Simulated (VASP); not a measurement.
# MgS (P3m1) in VASP: a series of runs

Runs on MgS. Level: PBE. Tasks: single point, relaxation of cell and atoms.

Everything below comes from runs of VASP 6.6.1. Logs are shortened: lines on timing, memory, paths and dates and some standing lists are left out, and cuts for length are marked.

### 1 The crystal as given

The structure is trigonal, space group P3m1 (No. 156). Conventional cell: a = 4.034 Å, b = 4.034 Å, c = 26.251 Å, α = 90.00°, β = 90.00°, γ = 120.00°. Around Mg (site symmetry 3m) lie 4 S at 2.46 Å. Mg (site symmetry 3m) has 4 S at 2.46 to 2.47 Å as nearest neighbours. Around Mg (site symmetry 3m) lie 4 S at 2.47 Å. Mg (site symmetry 3m) is surrounded by 4 S at 2.47 Å. Mg (site symmetry 3m) is surrounded by 4 S at 2.47 Å. Mg (site symmetry 3m) is surrounded by 4 S at 2.47 Å. Mg (site symmetry 3m) has 4 S at 2.47 Å as nearest neighbours. Mg (site symmetry 3m) is surrounded by 4 S at 2.46 to 2.47 Å.

The cell was built by a generator and needn't be a form met in nature.

### 2 Single point, PBE

INCAR reads:

```
SYSTEM = MgS
  ALGO = Normal
  EDIFF = 1E-6
  ENCUT = 520
  GGA = PE
  ISIF = 2
  ISMEAR = 0
  LASPH = .True.
  LCHARG = .True.
  LELF = .True.
  LREAL = Auto
  LVHAR = .True.
  LWAVE = .False.
  NBANDS = 46
  NELM = 80
  PREC = Accurate
  SIGMA = 0.02
```

KPOINTS reads:

```
k-points
0
Gamma
  9 9 1
  0 0 0
```

POSCAR reads:

```
MgS
1.0
    4.0336825624      0.0000000000      0.0000000000
   -2.0168412812      3.4932715699      0.0000000000
    0.0000000000      0.0000000000     26.2513999609
Mg S
8 8
Direct
    0.0000000000      0.0000000000     -0.0001377560
    0.3333333333      0.6666666667      0.1242775855
    0.6666666667      0.3333333333      0.2495000495
    0.0000000000      0.0000000000      0.3746911154
    0.3333333333      0.6666666667      0.4998686469
    0.6666666667      0.3333333333      0.6250442439
    0.0000000000      0.0000000000      0.7502280161
    0.3333333333      0.6666666667      0.8754444753
    0.0000000000      0.0000000000      0.0936921410
    0.3333333333      0.6666666667      0.2183819590
    0.6666666667      0.3333333333      0.3435880009
    0.0000000000      0.0000000000      0.4687719941
    0.3333333333      0.6666666667      0.5939470168
    0.6666666667      0.3333333333      0.7191257028
    0.0000000000      0.0000000000      0.8443145208
    0.3333333333      0.6666666667      0.9692622881
```

Potentials or basis: VASP PAW PBE potentials, release 64 (Mg, S).

The run is started by

```bash
cat potpaw_PBE.64/Mg/POTCAR potpaw_PBE.64/S/POTCAR > POTCAR
mpirun -np 1 vasp_std > vasp.out
```

OUTCAR:

```text
SYSTEM = MgS
   EDIFF = 1E-6
   ENCUT = 520
   GGA = PE
   ISIF = 2
   ISMEAR = 0
   LASPH = .True.
   LREAL = Auto
   NELM = 80
   PREC = Accurate

 ion  position               nearest neighbor table
   1  0.000  0.000  1.000-   9 2.46  16 2.46  16 2.46  16 2.46
   2  0.333  0.667  0.124-   9 2.46   9 2.46   9 2.46  10 2.47
   3  0.667  0.333  0.250-  10 2.47  10 2.47  10 2.47  11 2.47
   4  0.000  0.000  0.375-  11 2.47  11 2.47  11 2.47  12 2.47
   5  0.333  0.667  0.500-  12 2.47  12 2.47  12 2.47  13 2.47
   6  0.667  0.333  0.625-  13 2.47  13 2.47  13 2.47  14 2.47
[... 8 lines left out ...]
  15  0.000  0.000  0.844-   8 2.47   8 2.47   8 2.47   7 2.47
  16  0.333  0.667  0.969-   8 2.46   1 2.46   1 2.46   1 2.46

  LATTYP: Found a hexagonal cell.
 ALAT       =     4.0336825624
 C/A-ratio  =     6.5080480565

  Lattice vectors:

 A1 = (   4.0336825624,   0.0000000000,   0.0000000000)
 A2 = (  -2.0168412812,   3.4932715699,   0.0000000000)
 A3 = (   0.0000000000,   0.0000000000,  26.2513999609)

Analysis of symmetry for initial positions (statically):
=====================================================================
 Subroutine PRICEL returns:
 Original cell was already a primitive cell.

 Routine SETGRP: Setting up the symmetry group for a
 hexagonal supercell.

 Subroutine GETGRP returns: Found  6 space group operations
 (whereof  6 operations were pure point group operations)
 out of a pool of 24 trial point group operations.

The static configuration has the point symmetry C_3v.

Analysis of symmetry for dynamics (positions and initial velocities):
=====================================================================
 Subroutine PRICEL returns:
 Original cell was already a primitive cell.

 Routine SETGRP: Setting up the symmetry group for a
 hexagonal supercell.

 Subroutine GETGRP returns: Found  6 space group operations
 (whereof  6 operations were pure point group operations)
 out of a pool of 24 trial point group operations.

The dynamic configuration has the point symmetry C_3v.

 Subroutine INISYM returns: Found  6 space group operations
 (whereof  6 operations are pure point group operations),
 and found     1 'primitive' translations

----------------------------------------------------------------------------------------

                                     Primitive cell

  volume of cell :     369.9019

  direct lattice vectors                    reciprocal lattice vectors
     4.033682562  0.000000000  0.000000000     0.247912419  0.143132302  0.000000000
    -2.016841281  3.493271570  0.000000000     0.000000000  0.286264603  0.000000000
     0.000000000  0.000000000 26.251399961     0.000000000  0.000000000  0.038093207

  length of vectors
     4.033682562  4.033682562 26.251399961     0.286264603  0.286264603  0.038093207

  position of ions in fractional coordinates (direct lattice)
     0.000000000  0.000000000  0.999862244
     0.333333333  0.666666667  0.124277586
     0.666666667  0.333333333  0.249500049
     0.000000000  0.000000000  0.374691115
     0.333333333  0.666666667  0.499868647
     0.666666667  0.333333333  0.625044244
[... 8 lines left out ...]
     0.000000000  0.000000000  0.844314521
     0.333333333  0.666666667  0.969262288

  ion indices of the primitive-cell ions
   primitive index   ion index
                 1           1
                 2           2
                 3           3
                 4           4
                 5           5
                 6           6
[... 8 lines left out ...]
                15          15
                16          16

----------------------------------------------------------------------------------------

 KPOINTS: k-points

Automatic generation of k-mesh.
 Grid dimensions read from file:
 generate k-points for:    9    9    1

 Generating k-lattice:

  Cartesian coordinates                     Fractional coordinates (reciprocal lattice)
     0.027545824  0.015903589  0.000000000     0.111111111  0.000000000  0.000000000
     0.000000000  0.031807178  0.000000000     0.000000000  0.111111111  0.000000000
     0.000000000  0.000000000  0.038093207     0.000000000  0.000000000  1.000000000

  Length of vectors
     0.031807178  0.031807178  0.038093207

  Shift w.r.t. Gamma in fractional coordinates (k-lattice)
     0.000000000  0.000000000  0.000000000

 Subroutine IBZKPT returns following result:
 ===========================================

 Found     12 irreducible k-points:

 Following reciprocal coordinates:
            Coordinates               Weight
  0.000000  0.000000  0.000000      1.000000
  0.111111 -0.000000  0.000000      6.000000
  0.222222 -0.000000  0.000000      6.000000
  0.333333 -0.000000  0.000000      6.000000
  0.444444 -0.000000  0.000000      6.000000
  0.111111  0.111111  0.000000      6.000000
  0.222222  0.111111  0.000000     12.000000
  0.333333  0.111111  0.000000     12.000000
  0.444444  0.111111  0.000000      6.000000
  0.222222  0.222222  0.000000      6.000000
  0.333333  0.222222  0.000000     12.000000
  0.333333  0.333333  0.000000      2.000000
   k-points           NKPTS =     12   k-points in BZ     NKDIM =     12   number of bands    NBANDS=     46
   number of dos      NEDOS =    301   number of ions     NIONS =     16
   total plane-waves  NPLWV = 176400
   dimension x,y,z NGX =    30 NGY =   30 NGZ =  196
   dimension x,y,z NGXF=    60 NGYF=   60 NGZF=  392
   ions per type =               8   8
   NGX,Y,Z   is equivalent  to a cutoff of  12.36, 12.36, 12.41 a.u.
   NGXF,Y,Z  is equivalent  to a cutoff of  24.73, 24.73, 24.82 a.u.
 SYSTEM =  MgS
   PREC   = accura    normal or accurate (medium, high low for compatibility)
   ISTART =      0    job   : 0-new  1-cont  2-samecut
   ICHARG =      2    charge: 1-file 2-atom 10-const
   ISPIN  =      1    spin polarized calculation?
   LNONCOLLINEAR =      F non collinear calculations
   LSORBIT =      F    spin-orbit coupling
   LASPH  =      T    aspherical Exc in radial PAW
   ENCUT  =  520.0 eV  38.22 Ry    6.18 a.u.   7.50  7.50 48.81*2*pi/ulx,y,z
   NELM   =     80;   NELMIN=  2; NELMDL= -5     # of ELM steps
   EDIFF  = 0.1E-05   stopping-criterion for ELM
   LREAL  =      T    real-space projection
   EDIFFG = 0.1E-04   stopping-criterion for IOM
   NSW    =      0    number of steps for IOM
   IBRION =     -1    ionic relax: 0-MD 1-quasi-New 2-CG
   NFREE  =      0    steps in history (QN), initial steepest desc. (CG)
   ISIF   =      2    stress and relaxation
   ISYM   =      2    0-nonsym 1-usesym 2-fastsym
   POTIM  = 0.5000    time-step for ionic-motion
   TEBEG  =    0.0;   TEEND  =   0.0 temperature during run
   PSTRESS=    0.0 pullay stress
   NELECT =      64.0000    total number of electrons
   NUPDOWN=      -1.0000    fix difference up-down
   EMIN   =  10.00;   EMAX   =-10.00  energy-range for DOS
   EFERMI =   0.00;   METHOD = LEGACY
   ISMEAR =     0;   SIGMA  =   0.02  broadening in eV -4-tet -1-fermi 0-gaus
   EFERMI_NEDOS =   21; number of points for ismear=-14 and -15
   IALGO  =     38    algorithm
   IMIX   =      4    mixing-type and parameters
     AMIX     =   0.40;   BMIX     =  1.00
     AMIX_MAG =   1.60;   BMIX_MAG =  1.00
  volume/ion in A,a.u.               =      23.12       156.01
  Fermi-wavevector in a.u.,A,eV,Ry     =   0.912233  1.723871 11.322358  0.832170
  Thomas-Fermi vector in A             =   2.036605
   LORBIT       =      0    0 simple, 1 ext, 2 COOP (PROOUT), +10 PAW based schemes
   GGA     = PE    functional components
   LHFCALC =     F    Hartree Fock is set to
   AEXX    =    0.0000 exact exchange contribution
   IVDW    =     0    specifies the selected vdW correction
   LEPSILON=     F    determine dielectric tensor
   LRPA    =     F    only Hartree local field effects (RPA)
 non-spin polarized calculation
 Gauss-broadening in eV      SIGMA  =   0.02
  energy-cutoff  :      520.00
  volume of cell :      369.90
 maximum number of plane-waves:     10033
 NGX is ok and might be reduce to    30
   NGX = 15   NGY = 15   NGZ = 97

 number of electron      64.0000009 magnetization

 Free energy of the ion-electron system (eV)
  ---------------------------------------------------
  ext. energy  EPLUGINS =         0.00000000
  ---------------------------------------------------
  free energy    TOTEN  =       -67.81882350 eV

  energy without entropy =      -67.81882350  energy(sigma->0) =      -67.81882350

 E-fermi :   1.0713     XC(G=0):  -8.3156

 val. band max:        0.9678705616   @ k =   0.0000   0.0000   0.0000
 cond. band min:       4.3291441802   @ k =   0.0000   0.0000   0.0000
 fundamental gap:      3.3612736186
 Fermi energy:         1.0712546271

 k-point     1 :       0.0000    0.0000    0.0000
  band No.  band energies     occupation
      1     -10.2791      2.00000
      2     -10.1846      2.00000
      3     -10.1604      2.00000
      4      -9.9579      2.00000
      5      -9.9551      2.00000
      6      -9.7248      2.00000
[... 36 lines left out ...]
     43       8.5885      0.00000
     44       8.6267      0.00000

 k-point     2 :       0.1111   -0.0000    0.0000
  band No.  band energies     occupation
      1     -10.2202      2.00000
      2     -10.1282      2.00000
      3     -10.1037      2.00000
      4      -9.9103      2.00000
      5      -9.9070      2.00000
      6      -9.6883      2.00000
[... 36 lines left out ...]
     43       8.0733      0.00000
     44       8.2292      0.00000

 k-point     3 :       0.2222   -0.0000    0.0000
  band No.  band energies     occupation
      1     -10.0594      2.00000
      2      -9.9758      2.00000
      3      -9.9497      2.00000
      4      -9.7880      2.00000
      5      -9.7767      2.00000
      6      -9.5970      2.00000
[... 36 lines left out ...]
     43       7.7306      0.00000
     44       7.8152      0.00000

 k-point     4 :       0.3333   -0.0000    0.0000
  band No.  band energies     occupation
      1      -9.8471      2.00000
      2      -9.7800      2.00000
      3      -9.7451      2.00000
      4      -9.6477      2.00000
      5      -9.6091      2.00000
      6      -9.5056      2.00000
[... 318 lines left out ...]
     43       7.7738      0.00000
     44       7.8183      0.00000

 k-point    11 :       0.3333    0.2222    0.0000
  band No.  band energies     occupation
      1      -9.5916      2.00000
      2      -9.5478      2.00000
      3      -9.5140      2.00000
      4      -9.4929      2.00000
      5      -9.4589      2.00000
      6      -9.4394      2.00000
[... 36 lines left out ...]
     43       7.6809      0.00000
     44       7.7659      0.00000

 k-point    12 :       0.3333    0.3333    0.0000
  band No.  band energies     occupation
      1      -9.5113      2.00000
      2      -9.4876      2.00000
      3      -9.4873      2.00000
      4      -9.4619      2.00000
      5      -9.4359      2.00000
      6      -9.4104      2.00000
[... 36 lines left out ...]
     43       8.0281      0.00000
     44       8.0421      0.00000
 [bands above 44 left out]

------------------------ aborting loop because EDIFF is reached ----------------------------------------

  FORCE on cell =-STRESS in cart. coord.  units (eV):
  Direction    XX          YY          ZZ          XY          YZ          ZX
  --------------------------------------------------------------------------------------
  -------------------------------------------------------------------------------------
  Total       -0.3525168     -0.3525168     -0.3802982      0.0000000      0.0000000      0.0000000
  in kB       -1.5268762     -1.5268762     -1.6472077      0.0000000      0.0000000      0.0000000
  external PRESSURE =      -1.5669867 kB  Pullay stress =       0.0000000 kB

 VOLUME and BASIS-vectors are now :
 -----------------------------------------------------------------------------
  energy-cutoff  :      520.00
  volume of cell :      369.90
      direct lattice vectors                 reciprocal lattice vectors
     4.033682562  0.000000000  0.000000000     0.247912419  0.143132302  0.000000000
    -2.016841281  3.493271570  0.000000000     0.000000000  0.286264603  0.000000000
     0.000000000  0.000000000 26.251399961     0.000000000  0.000000000  0.038093207

 POSITION                                       TOTAL-FORCE (eV/Angst)
 -----------------------------------------------------------------------------------
      0.00000      0.00000     26.24778        -0.000000      0.000000      0.000767
     -0.00000      2.32885      3.26246         0.000000     -0.000000      0.002070
      2.01684      1.16442      6.54973         0.000000      0.000000      0.000321
      0.00000      0.00000      9.83617        -0.000000     -0.000000     -0.001090
     -0.00000      2.32885     13.12225        -0.000000      0.000000     -0.001533
      2.01684      1.16442     16.40829         0.000000     -0.000000     -0.002619
[... 8 lines left out ...]
      0.00000      0.00000     22.16444        -0.000000      0.000000      0.003176
     -0.00000      2.32885     25.44449        -0.000000      0.000000     -0.003242
 -----------------------------------------------------------------------------------
    total drift:                                0.000002     -0.000001     -0.000596

  FREE ENERGIE OF THE ION-ELECTRON SYSTEM (eV)
  ---------------------------------------------------
  free  energy   TOTEN  =       -67.8188235040 eV

  energy  without entropy=      -67.8188235040  energy(sigma->0) =      -67.81882350
```

Wall time 3.3 min (1 thread of Intel Xeon 6975P-C (Granite Rapids), shared host); peak memory 0.45 GiB.

What came out:

| Quantity | Value |
| --- | --- |
| Free energy | -67.8188 eV |
| Pressure | -0.2 GPa |
| Largest force | 0.005 eV/Å |
| Band gap on the k mesh | 3.36 eV, direct |

Forces on the atoms (eV/Å):
```
Mg   0.000  0.000  0.001
Mg   0.000  0.000  0.002
Mg   0.000  0.000  0.000
Mg   0.000  0.000 -0.001
Mg   0.000  0.000 -0.002
Mg   0.000  0.000 -0.003
Mg   0.000  0.000 -0.003
Mg   0.000  0.000 -0.003
S    0.000  0.000 -0.002
S    0.000  0.000  0.005
S    0.000  0.000  0.000
S    0.000  0.000  0.003
S    0.000  0.000 -0.001
S    0.000  0.000  0.003
S    0.000  0.000  0.003
S    0.000  0.000 -0.003
```

Levels at points of the mesh, in eV from the valence-band top:
```tsv
k point	band 28	band 29	band 30	band 31	band 32	band 33	band 34	band 35	band 36	band 37
(0.00, 0.00, 0.00)	-0.07	-0.07	0.00	0.00	0.00	3.36	4.01	4.05	4.85	4.88
```

Caveat: an odd mesh through Γ misses points on the zone boundary, where band edges often lie.

(Part 1 of 2 ends here.)
